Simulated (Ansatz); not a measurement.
# Sn: convergence with LAPW's plane-wave cutoff

One table from this session's results is given with a row withheld; the runs are named, their logs left out.

Computed with Ansatz 0.2.0 (DFT, PBE, all-electron LAPW, scalar-relativistic, unless a step's input says otherwise).

## Starting point

The structure is cubic, space group Fd-3m (No. 227). Conventional cell: a = 6.491 Å, b = 6.491 Å, c = 6.491 Å, α = 90.00°, β = 90.00°, γ = 90.00°. Around Sn (site symmetry -43m) lie 4 Sn at 2.81 Å.

As a file:

```cif
data_structure
_symmetry_space_group_name_H-M 'Fd-3m:1'
_symmetry_Int_Tables_number 227
_cell_length_a 6.4912
_cell_length_b 6.4912
_cell_length_c 6.4912
_cell_angle_alpha 90.000
_cell_angle_beta 90.000
_cell_angle_gamma 90.000
_cell_volume 273.51
loop_
_atom_site_label
_atom_site_type_symbol
_atom_site_symmetry_multiplicity
_atom_site_Wyckoff_symbol
_atom_site_fract_x
_atom_site_fract_y
_atom_site_fract_z
_atom_site_occupancy
Sn1 Sn 8 a 0.50000 0.00000 0.50000 1
```

The file gives the conventional cell by its symmetry; the runs use the cell typed in the input.

The geometry is a database entry used as it stands. It may stem from high pressure or temperature, or be incomplete, so it serves as a test cell.

Atoms are numbered in the order of the input: Sn1, Sn2.

The first run:

Input file input.yaml:

```yaml
crystal:
  lattice:
    - [0.0, 3.2456, 3.2456]
    - [3.2456, 0.0, 3.2456]
    - [3.2456, 3.2456, 0.0]
  atoms:
    - { symbol: Sn, position: [0.5, 0.5, 0.5] }
    - { symbol: Sn, position: [0.75, 0.75, 0.75] }
kpoints:
  mp_grid: { grid: [9, 9, 9] }
scf:
  occupations: { method: fermi_dirac, width: 0.03 }
hamiltonian:
  xc: pbe
  pseudopotentials: { kind: all_electron, lapw: { basis_error: 0.00025 } }
output:
  forces: true
  stress: true
  eigenvalues: true
basis:
  ecutwfc: 120
```

Run with:

```console
$ ansatz run input.yaml --threads 1 --pin off --max-ram 2048MiB --backend cpu --events-out ev --progress --plain --runs-dir out
```

Steps of the session up to this table: With plane-wave cutoff typed as 120 eV; With plane-wave cutoff typed as 150 eV; With plane-wave cutoff typed as 180 eV; With plane-wave cutoff typed as 220 eV.

One of the session's tables, all rows but one given; the rest of the session is left out.

| cutoff (eV) | pressure (GPa) |
| --- | --- |
| 120 | 3.83 |
| 150 | ? |
| 180 | 3.24 |
| 220 | 3.20 |

Q: Estimate the row for cutoff (eV) = 150 from the others.

Worked estimate for «pressure (GPa)». A straight line through the neighbours (120, 3.83) and (180, 3.24) gives 3.83 + (3.24 − 3.83) × (150 − 120) / (180 − 120) = 3.54; a parabola fitted to 3 rows on both sides gives 3.46.

As computed: pressure (GPa): 3.35. In «pressure (GPa)» the line misses by +0.19 and the parabola by +0.11.

Energies are those extrapolated to zero smearing.
